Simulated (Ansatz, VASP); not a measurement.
# ZrB: VASP beside Ansatz

```
Zr B
1.0
     2.48841    0.00000    0.00000
    -1.24421    2.15503    0.00000
     0.00000    0.00000    4.69614
Zr B
1 1
Direct
  0.00000 0.00000 0.00000
  0.00000 0.00000 0.50000
```

Alike in both runs: task relaxation of cell and atoms; functional PBE; k mesh 6 × 6 × 4; occupations gaussian, width 0.1 eV; no spin polarisation.

|  | VASP | Ansatz |
| --- | --- | --- |
| version | VASP 6.6.1 | Ansatz 0.2.0 |
| potentials or method | VASP PAW PBE potentials, release 64 (Zr_sv, B) | scalar-relativistic, plane waves, PAW |
| plane-wave cutoff (eV) | 600 | 420 |
| valence electrons in the cell | 15 | 15 |

```csv
,VASP,Ansatz,Ansatz less VASP
"gap on the k mesh at the Fermi level, each at its own relaxed structure (eV)",none,none,-
relaxed volume (Å³/atom),18.23,18.21,-0.020
relaxed cell length with the largest relative difference (Å),2.953,2.951,-0.0028
energy change over the relaxation (meV/atom),-729,-721,+7.8
```

A gap of «none» marks a metal or a gap that the smearing closes.

Caveats: the k mesh is coarse (spacing up to 0.49 Å⁻¹), so the values aren't converged; the volume moved by over 15 % at a fixed basis, so the end points are rough (VASP).
